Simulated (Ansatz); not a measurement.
# Tc: response to strain

Aim: deform Tc (x and y strained by +1.5 %, z held) and compute stress, forces and field gradients with LAPW and all-electron datasets made for the crystal.

Computed with Ansatz 0.2.0 (DFT PBE, scalar-relativistic, unless a step's input says otherwise).

## Step 1: Starting point

Symmetry: Fm-3m, No. 225, cubic system. The conventional cell has a = 3.900 Å, b = 3.900 Å, c = 3.900 Å, α = 90.00°, β = 90.00°, γ = 90.00°. Around Tc (site symmetry m-3m) lie 12 Tc at 2.76 Å.

As a file:

```cif
data_structure
_symmetry_space_group_name_H-M 'Fm-3m'
_symmetry_Int_Tables_number 225
_cell_length_a 3.9000
_cell_length_b 3.9000
_cell_length_c 3.9000
_cell_angle_alpha 90.000
_cell_angle_beta 90.000
_cell_angle_gamma 90.000
_cell_volume 59.32
loop_
_atom_site_label
_atom_site_type_symbol
_atom_site_symmetry_multiplicity
_atom_site_Wyckoff_symbol
_atom_site_fract_x
_atom_site_fract_y
_atom_site_fract_z
_atom_site_occupancy
Tc1 Tc 4 a 0.00000 0.00000 0.00000 1
```

The file gives the conventional cell by its symmetry; the runs use the cell typed in the input.

## Step 2: The deformed structure

Space group Fm-3m before, I4/mmm after.

## Step 3: All-electron LAPW

input.yaml

```yaml
crystal:
  lattice:
    - [0.0, 1.97925, 1.95]
    - [1.97925, 0.0, 1.95]
    - [1.97925, 1.97925, 0.0]
  atoms:
    - { symbol: Tc, position: [0.0, 0.0, 0.0] }
kpoints:
  mp_grid: { grid: [14, 14, 14] }
scf:
  occupations: { method: fermi_dirac, width: 0.05 }
hamiltonian:
  xc: pbe
  pseudopotentials: { kind: all_electron, lapw: { basis_error: 0.0005 } }
output:
  forces: true
  stress: true
  eigenvalues: true
```

## Step 4: All-electron PAW on datasets made for the crystal

Changes to input.yaml since step 3:

```diff
@@ -13,3 +13,3 @@
   xc: pbe
-  pseudopotentials: { kind: all_electron, lapw: { basis_error: 0.0005 } }
+  pseudopotentials: { kind: all_electron, datasets: crystal }
 output:
@@ -18 +18,2 @@
   eigenvalues: true
+  efg: { contact_densities: true }
```

(Steps that only read results are left out.)

Before running it: what results should come out? Wanted: pressure; largest shear or deviatoric stress.

**Answer**, as computed:

| quantity | value |
| --- | --- |
| pressure | LAPW -13.73, crystal datasets -13.72 GPa |
| largest shear or deviatoric stress (LAPW) | 1.93 GPa |

What this shows: The largest part of the stress beyond the pressure is 1.93 GPa in size, in the zz component. No run of the undeformed cell stands beside it, so the pressure holds what the given cell had before the change. Crystal datasets: stress within 0.01 GPa of LAPW.
